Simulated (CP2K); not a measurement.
Runs of CP2K 2026.2 on O. The structure is monoclinic, space group C2/m (No. 12). Conventional cell: a = 5.703 Å, b = 3.325 Å, c = 4.363 Å, α = 90.00°, β = 123.29°, γ = 90.00°. O (site symmetry m) has 1 O at 1.22 Å as nearest neighbours. 

```csv
task,level,potentials or basis,cell,smearing,EPS_DEFAULT,NGRIDS,potentials,points a segment of the path (NPOINTS),bands added on the path,gap on the mesh (eV),pressure (GPa),largest force (eV/Å)
single point,PBEsol,POTENTIAL_UZH O GTH-PBE-q6; TZVP-MOLOPT-PBE-GTH basis,"atoms moved at random, drawn with an rms of 0.05 Å",fermi-dirac 0.05 eV,1.0E-10,5,O GTH-PBE-q6 of POTENTIAL_UZH,-,-,none,-9.6,3.64
band structure,PBEsol,POTENTIAL_UZH O GTH-PBE-q6; TZVP-MOLOPT-PBE-GTH basis,as given,fermi-dirac 0.01 eV,1.0E-9,5,O GTH-PBE-q6 of POTENTIAL_UZH,6,4,none,-1.5,0.59
single point,PBEsol,POTENTIAL_UZH O GTH-PBE-q6; TZVP-MOLOPT-PBE-GTH basis,as given,fermi-dirac 0.05 eV,1.0E-10,4,O GTH-PBE-q6 of POTENTIAL_UZH,-,-,none,-1.2,0.59
band structure,LDA,GTH_POTENTIALS O GTH-PADE-q6; TZVP-MOLOPT-PBE-GTH basis,as given,fermi-dirac 0.0259 eV,1.0E-9,4,O GTH-PADE-q6 of GTH_POTENTIALS,6,6,none,(a),0.26
```

Alike in all rows: no spin polarisation; k mesh 10 × 10 × 7.

**Question.** Fill in the values left out.

**Answer.** (a) -4.5.

Caveats: spin is off for a triplet molecule; the basis of atomic orbitals isn't converged, which shifts pressures, moduli and gaps; the potentials were made for another functional, which shifts forces and pressure (some runs).

A gap of «none» marks a metal or a gap under the smearing width.
